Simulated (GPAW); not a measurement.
# CoO (R-3m) in GPAW: single point with LDA

Aim: the single point of CoO with LDA.

Everything below comes from runs of GPAW 26.7.0. Logs are shortened: lines on timing, memory, paths and dates and some standing lists are left out, and cuts for length are marked. The log counts tension as positive stress, the text compression.

**1. The crystal as given**

Symmetry: R-3m, No. 166, trigonal system. Conventional cell: a = 3.011 Å, b = 3.011 Å, c = 7.320 Å, α = 90.00°, β = 90.00°, γ = 120.00°. Co (site symmetry -3m) is surrounded by 6 O at 2.12 Å. O (site symmetry -3m) has 6 Co at 2.12 Å as nearest neighbours.

The cell is a database's computed one.

**2. Single point, LDA, collinear spin, ferromagnetic start**

Contents of run.py:

```python
from ase import Atoms
from ase.dft.bandgap import bandgap
from ase.io import write
from ase.units import GPa
from gpaw import GPAW, PW

atoms = Atoms(['Co', 'O'],
              cell=[[1.5054695445, 0.8691832468, 2.4399269062],
                    [-1.5054695445, 0.8691832468, 2.4399269062],
                    [0.0, -1.7383664936, 2.4399269062]],
              scaled_positions=[[0.0, 0.0, 0.0],
                                [0.5, 0.5, 0.5]],
              pbc=True)
atoms.set_initial_magnetic_moments([3.0, 0.0])

calc = GPAW(mode=PW(600),
            xc='LDA',
            kpts={'size': (9, 9, 9), 'gamma': True},
            occupations={'name': 'fermi-dirac', 'width': 0.05},
            nbands=17,
            maxiter=120,
            txt='gpaw.txt')
atoms.calc = calc
energy = atoms.get_potential_energy()
forces = atoms.get_forces()
stress = atoms.get_stress()
calc.write('gs.gpw')
write('result.traj', atoms)
print(f'Energy: {energy:.6f} eV')
print('Forces (eV/A):')
print(forces.round(4))
print('Stress (GPa):', (stress / GPa).round(3))
print('Moments:', calc.get_magnetic_moments().round(3))
print('Fermi level:', round(calc.get_fermi_level(), 4), 'eV')
print(f'Gap: {bandgap(calc)[0]:.4f} eV, direct: {bandgap(calc, direct=True)[0]:.4f} eV')
```

Potentials or basis: the program's PAW data sets (release 1.2.1) made for this functional, pw.

On the command line:

```
> OMP_NUM_THREADS=1 python run.py
```

gpaw.txt:

```text
__  _  _
 | _ |_)|_||  |
 |__||  | ||/\| - 26.7.0

Input parameters:
  mode=PW(ecut=600.0),
  kpts=MonkhorstPack(size=(9, 9, 9), gamma=True),
  maxiter=120,
  nbands=17,
  occupations=Occupations(name='fermi-dirac', width=0.05),
  xc=XC(name='LDA')

Diagonalizing LCAO Hamiltonian
Converting LCAO to pw mode

       O

       Co

Atoms  # Å, Bohr magnetons
|   | symbol |        x |        y |        z |    initial magnetic moments |
|---|--------|----------|----------|----------|-----------------------------|
| 0 |     Co | 0.000000 | 0.000000 | 0.000000 | ( 0.0000,  0.0000,  3.0000) |
| 1 |      O | 0.000000 | 0.000000 | 3.659890 | ( 0.0000,  0.0000,  0.0000) |

Unit cell  # Å
| periodic |         x |         y |        z |  lengths |    angles |
|----------|-----------|-----------|----------|----------|-----------|
|      yes |  1.505470 |  0.869183 | 2.439927 | 2.995857 | 60.333340 |
|      yes | -1.505470 |  0.869183 | 2.439927 | 2.995857 | 60.333340 |
|      yes |  0.000000 | -1.738366 | 2.439927 | 2.995857 | 60.333340 |

Number of symmetries: 12
Symmetry operations  # r_c * U_cc + t_c -> r_c
|    | kind |            matrix            |
|----|------|------------------------------|
|  0 |  E   |  1, 0, 0,  0, 1, 0,  0, 0, 1 |
|  1 |  σ   |  1, 0, 0,  0, 0, 1,  0, 1, 0 |
|  2 |  σ   |  0, 1, 0,  1, 0, 0,  0, 0, 1 |
|  3 |  C3  |  0, 1, 0,  0, 0, 1,  1, 0, 0 |
|  4 |  C3  |  0, 0, 1,  1, 0, 0,  0, 1, 0 |
|  5 |  σ   |  0, 0, 1,  0, 1, 0,  1, 0, 0 |
|  6 |  C2  |  0, 0,-1,  0,-1, 0, -1, 0, 0 |
|  7 |  S6  |  0, 0,-1, -1, 0, 0,  0,-1, 0 |
|  8 |  S6  |  0,-1, 0,  0, 0,-1, -1, 0, 0 |
|  9 |  C2  |  0,-1, 0, -1, 0, 0,  0, 0,-1 |
| 10 |  C2  | -1, 0, 0,  0, 0,-1,  0,-1, 0 |
| 11 |  i   | -1, 0, 0,  0,-1, 0,  0, 0,-1 |

BZ-sampling:
  Number of BZ points: 729
  Number of IBZ points: 85

  Monkhorst-Pack size: [9, 9, 9]
  Monkhorst-Pack shift: [0, 0, 0]

K-points  # in reciprocal-cell coordinates
|     |                                coordinates |     weight |
|-----|--------------------------------------------|------------|
|   0 | (  0.00000000,   0.00000000,   0.00000000) | 0.00137174 |
|   1 | (  0.11111111,   0.00000000,  -0.11111111) | 0.00823045 |
|   2 | (  0.11111111,   0.00000000,   0.00000000) | 0.00823045 |
|   3 | (  0.11111111,   0.11111111,  -0.11111111) | 0.00823045 |
|   4 | (  0.11111111,   0.11111111,   0.00000000) | 0.00823045 |
|   5 | (  0.11111111,   0.11111111,   0.11111111) | 0.00274348 |
|   6 | (  0.22222222,  -0.11111111,  -0.11111111) | 0.00823045 |
|   7 | (  0.22222222,   0.00000000,  -0.22222222) | 0.00823045 |
|   8 | (  0.22222222,   0.00000000,  -0.11111111) | 0.01646091 |
|   9 | (  0.22222222,   0.00000000,   0.00000000) | 0.00823045 |
| ... |                                            |            |
|  84 | (  0.44444444,   0.44444444,   0.44444444) | 0.00274348 |

Plane wave coefficients: 649
Cutoff: 600.0 eV

Spin-components: 2 (collinear spins)
Bands:           17
Projectors:      11
Spin-degeneracy: 1
Datatype:        complex128

Parallelization:
  kpt:    1
  domain: 1
  band:   1

Density:
  Valence electrons: 15.0
  Components: 2
  Grid points: [18 18 18]
  Charge: 0.0  # |e|

Potential:
  Grid points: [18 18 18]

species:
  Co:
    name:    Cobalt
    Z:       27.0
    valence: 9
    core:    18
    charge:  0.0  # [|e|]
    compensation charges:
      type: gauss
      rc: 0.32  # [Å]
      lmax: 2
    cutoffs:
      filter: 1.87  # [Å]
      core: 2.55  # [Å]
    projectors
    | kind |    occ | energy [eV] | rcut [Å] |
    |------|--------|-------------|----------|
    |   4s |  2.000 |      -5.672 |    1.005 |
    |   4p |  0.000 |      -1.387 |    1.058 |
    |   3d |  7.000 |      -8.461 |    1.005 |
    |    s |        |      21.539 |    1.005 |
    |    p |        |      25.825 |    1.058 |
    |    d |        |      18.750 |    1.005 |

    Using partial waves for Co as LCAO basis

  O:
    name:    Oxygen
    Z:       8.0
    valence: 6
    core:    2
    charge:  0.0  # [|e|]
    compensation charges:
      type: gauss
      rc: 0.21  # [Å]
      lmax: 2
    cutoffs:
      filter: 1.17  # [Å]
      core: 0.83  # [Å]
    projectors
    | kind |    occ | energy [eV] | rcut [Å] |
    |------|--------|-------------|----------|
    |   2s |  2.000 |     -23.752 |    0.688 |
    |   2p |  4.000 |      -9.195 |    0.598 |
    |    s |        |       3.459 |    0.688 |
    |    p |        |      18.016 |    0.598 |
    |    d |        |       0.000 |    0.619 |

    Using partial waves for O as LCAO basis

Reference energy: -39866.174772  # eV

eigensolver:
  PPCG
  Converge bands: occupied
  niter=2

density mixing:
  MSR1-Mixer
  Pratt-step length: 0.05
  Maximum mixing coefficient: 0.75
  Old densities: 10
  SVD Regularization: 0.005
  Good broyden scale: 1.0
  Trust region scale: 1.0
  Backstep threshold: 4.0
  History deletion threshold: 6.0
  Fourier metric: weight=20.0, sigma=0.015

occupation numbers:
  Fermi-Dirac:
    width: 0.0500  # eV

poisson solver:
  ecut: 4800.0  # eV

xc functional:
  name: None

convergence criteria:
- Maximum [total energy] change in last 3 cyles: 0.0005 eV / valence electron
- Maximum integral of absolute [dens]ity change: 0.0001 electrons / valence electron
- Maximum integral of absolute [eigenst]ate change: 4e-08 eV^2 / valence electron
maximum number of iterations: 120

SCF iterations
|iter     | |      energy | eigst |  dens |  magmom |
|---------|-|-------------|-------|-------|---------|
|iter:   1| |  -16.625906 | +0.01 |       |  +3.0020|
|iter:   2| |  -16.430981 | -2.00 | -0.92 |  +3.0019|
|iter:   3| |  -16.061472 | -2.14 | -0.96 |  +3.0007|
|iter:   4| |  -16.090010 | -2.73 | -1.25 |  +2.9037|
|iter:   5| |  -16.095515 | -3.00 | -1.56 |  +2.8857|
|iter:   6| |  -16.098774 | -3.54 | -1.64 |  +2.8080|
|iter:   7| |  -16.098931c| -5.44 | -2.50 |  +2.7991|
|iter:   8| |  -16.098927c| -6.08 | -3.08 |  +2.7986|
|iter:   9| |  -16.098931c| -7.14 | -3.61 |  +2.8004|
|iter:  10| |  -16.098931c| -7.70c| -4.25c|  +2.8010|

Converged in 10 steps
Energy contributions relative to reference atoms: (reference = -39866.174772)

Energy contributions:
  Kinetic:          21.604687
  Coulomb:         -18.899210
  Zero:              0.065227
  External:          0.000000
  Xc:              -18.853346
  Entropy:          -0.032577
  Spinorbit:         0.000000
  ----------------------------
  Free energy:     -16.115220
  Extrapolated:    -16.098931

dipole moment: (-0.000000, 0.000000, -19.616733)  # |e|*Ang

Total magnetic moment: (0.000000, 0.000000, 2.801024)

Local magnetic moments
|        x |        y |        z |
|----------|----------|----------|
| 0.000000 | 0.000000 | 2.398431 |  # Co   0
| 0.000000 | 0.000000 | 0.232055 |  # O    1

Fermi level: 8.570
Eigenvalues  # (at kpt = [0.000, 0.000, 0.000])
| band index |      eig [eV] | occ [0-1] |      eig [eV] | occ [0-1] |
|------------|---------------|-----------|---------------|-----------|
|          0 |       -11.718 |     1.000 |       -11.209 |     1.000 |
|          1 |         5.114 |     1.000 |         5.683 |     1.000 |
|          2 |         5.114 |     1.000 |         5.683 |     1.000 |
|          3 |         5.166 |     1.000 |         5.739 |     1.000 |
|          4 |         5.463 |     1.000 |         7.426 |     1.000 |
|          5 |         5.463 |     1.000 |         7.428 |     1.000 |
[... 9 lines left out ...]
|         15 |        29.639 |     0.000 |        30.511 |     0.000 |
|         16 |        29.783 |     0.000 |        30.658 |     0.000 |

No gap
No difference between direct/indirect transitions

Forces  # eV/Ang
|       x |        y |        z |
|---------|----------|----------|
| 0.00000 |  0.00000 | -0.00000 |  # Co   0
| 0.00000 | -0.00000 |  0.00000 |  # O    1

Stress tensor  # eV/Ang^3
|        x |        y |        z |
|----------|----------|----------|
| 0.142872 | 0.000000 | 0.000000 |
| 0.000000 | 0.142872 | 0.000000 |
| 0.000000 | 0.000000 | 0.144509 |

# Writing to gs.gpw (mode='')
```

It took 40 s on 1 thread of Arm Neoverse V2, shared host; peak memory 0.17 GiB.

What came out:

- Free energy: -16.1152 eV
- Pressure: -23.0 GPa
- Band gap on the k mesh: none (metal or under the smearing width)
- Net moment: 2.80 μB per cell
- Site moments: Co +2.40; O +0.23 μB

Caveat: the cutoff is short for stress and forces, so pressures can be off by a GPa or more; so large a pressure means that the cell lies far from this level's equilibrium, or that cutoff or potentials fall short; a cell with one magnetic atom can't hold antiferromagnetic order, which such compounds often take; semilocal functionals often make such compounds metallic where correlation or magnetic order opens a gap, which also shifts bond lengths.
